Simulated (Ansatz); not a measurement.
Input deck for Ansatz 0.2.0, then the block of the output on the nuclei.

The cell is a COD entry, relaxed with PBE at fixed cell and then changed (z compressed by 1 %, ions relaxed).

```yaml
crystal:
  lattice:
    - [3.5182, 0.0, 0.0]
    - [-1.7591, 3.0468505756, 0.0]
    - [0.0, 0.0, 13.833864]
  atoms:
    - { symbol: Te, position: [0.3333333333, 0.6666666667, 0.6200857651] }
    - { symbol: Te, position: [0.6666666667, 0.3333333333, 0.1200857651] }
    - { symbol: Te, position: [0.3333333333, 0.6666666667, 0.8799142349] }
    - { symbol: Te, position: [0.6666666667, 0.3333333333, 0.3799142349] }
    - { symbol: Mo, position: [0.3333333333, 0.6666666667, 0.25] }
    - { symbol: Mo, position: [0.6666666667, 0.3333333333, 0.75] }
kpoints:
  mp_grid: { grid: [14, 14, 3] }
scf:
  occupations: { method: fermi_dirac, width: 0.02 }
hamiltonian:
  xc: pbe
  pseudopotentials: { kind: paw }
output:
  forces: true
  stress: true
  populations: true
  efg: { quadrupole_moments_barn: { Mo: -0.022 }, contact_densities: true }
relax:
  f_tol: 0.02
  max_steps: 60
```

```sh
ansatz run input.yaml --threads 1 --pin off --max-ram 3072MiB --backend cpu --events-out ev --progress --plain --runs-dir out
```

The run relaxes the ions first, and the block belongs to the relaxed positions.

Of the output, the block on the nuclei alone is shown; the set-up, the SCF iterations, energies, forces and stress are cut.

```
--- PAW observables at the nuclei: V_zz in 10²¹ V/m², potentials from the cell's mean, atoms counted from 1 ---
  atom   1  Te V_zz =   -17.866202   η = 0.0000   by run symmetry: allowed
            electrostatic potential = -8652.032026 V   contact ρ = 1468740.010830 e/Å³
  atom   2  Te V_zz =   -17.866202   η = 0.0000   by run symmetry: allowed
            electrostatic potential = -8652.032026 V   contact ρ = 1468740.010830 e/Å³
  atom   3  Te V_zz =   -17.866202   η = 0.0000   by run symmetry: allowed
            electrostatic potential = -8652.032026 V   contact ρ = 1468740.010830 e/Å³
  atom   4  Te V_zz =   -17.866202   η = 0.0000   by run symmetry: allowed
            electrostatic potential = -8652.032026 V   contact ρ = 1468740.010830 e/Å³
  atom   5  Mo V_zz =    -6.520100   η = 0.0000   by run symmetry: allowed   C_q = +3.4684 MHz
            electrostatic potential = -6354.454041 V   contact ρ = 595242.608947 e/Å³
  atom   6  Mo V_zz =    -6.520100   η = 0.0000   by run symmetry: allowed   C_q = +3.4684 MHz
            electrostatic potential = -6354.454041 V   contact ρ = 595242.608947 e/Å³
```

The relaxation (3 steps) took 42 s of wall time (42 s of CPU time) and 0.66 GiB at its peak, on 1 thread of Intel Xeon 6975P-C (Granite Rapids) (x86_64; 16 cores open to the job, memory cap 3.0 GiB, no GPU), a shared host with a load of 0.8 a core.

Without spin–orbit coupling the gradients at and beside Te can be off by some per cent, at some sites by more.
